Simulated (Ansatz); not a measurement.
In on a Ga site in GaP

All numbers are calculated (PBEsol, no spin polarisation, no spin-orbit coupling; Ansatz, PAW set soft_2, 420 eV, k-mesh 2×2×2 shifted by half a step), not measured.

The relaxed host crystal (Kohn–Sham gap 1.45 eV):

```
CELL_PARAMETERS angstrom
0.00000 2.71922 2.71922
2.71922 0.00000 2.71922
2.71922 2.71922 0.00000
ATOMIC_POSITIONS crystal
Ga 0.00000 0.00000 0.00000
P 0.25000 0.25000 0.25000
```

Supercell of 32 atoms, rows of the matrix [[-1,3,-1],[3,-1,-1],[-1,-1,-1]] times the cell vectors; In on a Ga site at (0.000, 0.000, 0.000) in fractions of the cell above. Atoms are relaxed at the host's cell.

Distances from the In atom (Å), by shell of the perfect crystal:

```csv
shell,perfect crystal,"relaxed, charge 0"
4 P,2.35,2.49
```

```
charge  gap of the cell on the mesh (eV)           carriers
     0                              2.08  none in the bands
```

On this mesh the host's own supercell has a gap of 2.18 eV.

Formation energy of the neutral defect: 0.59 eV, taking atoms from and to the elements' standard states (no corrections for gases), so it belongs to those chemical potentials alone.

Relaxed cell at charge 0:

```
GaP In_Ga charge 0
1.0
     5.4384   -5.4384    5.4384
    -5.4384    5.4384    5.4384
    -5.4384   -5.4384   -5.4384
In Ga P
1 15 16
Direct
  0.2500 0.2500 0.5000
  0.5021 0.2500 0.2477
  0.7500 0.2500 0.0000
  0.9977 0.5021 0.5000
  0.2500 0.5021 0.2477
  0.9977 0.2500 0.7521
  0.7500 0.7500 0.5000
  0.5023 0.5023 0.0044
  0.7544 0.5023 0.7523
  0.9979 0.7456 0.2479
  0.5021 0.9977 0.5000
  0.2500 0.7500 0.0000
  0.7456 0.9979 0.2479
  0.5023 0.7544 0.7523
  0.9979 0.9979 0.9956
  0.2500 0.9977 0.7521
  0.2500 0.9855 0.5000
  0.4978 0.9992 0.2492
  0.7514 0.0022 0.0014
  0.9855 0.2500 0.5000
  0.2500 0.2500 0.2355
  0.9992 0.9992 0.7478
  0.7486 0.5008 0.5000
  0.5008 0.2500 0.9986
  0.7486 0.2500 0.7508
  0.9992 0.4978 0.2492
  0.5008 0.7486 0.5000
  0.2500 0.5008 0.9986
  0.7514 0.7514 0.2522
  0.5145 0.5145 0.7645
  0.0022 0.7514 0.0014
  0.2500 0.7486 0.7508
```

Caveats: semilocal functionals make gaps too small, which shifts levels too; small supercell, so energies and levels can be off by tenths of an eV; the atoms kept the symmetry of the start, so a distorted state could lie lower.

Indium replaces gallium as an isovalent substituent: both supply three valence electrons to the bonds with phosphorus, so the neutral cell has filled bonding states and no carriers in the bands. The main effect is one of size. Indium's larger covalent radius pushes the four P neighbours out from 2.35 to 2.49 Å, most of the way to the bond length of InP, while the surrounding lattice resists the rest. This is the familiar behaviour of III–V alloys, where each cation largely keeps its own bond length.

The positive formation energy of 0.59 eV probably reflects both this strain and the weaker In–P bond, though the two contributions aren't separated. The smaller gap on the mesh, 2.08 against 2.18 eV, goes in the direction expected for alloying with InP, but doesn't establish a bound state at indium. Nor does the formation energy by itself give the solubility limit, for which the relevant reference is indium in InP rather than the metal.
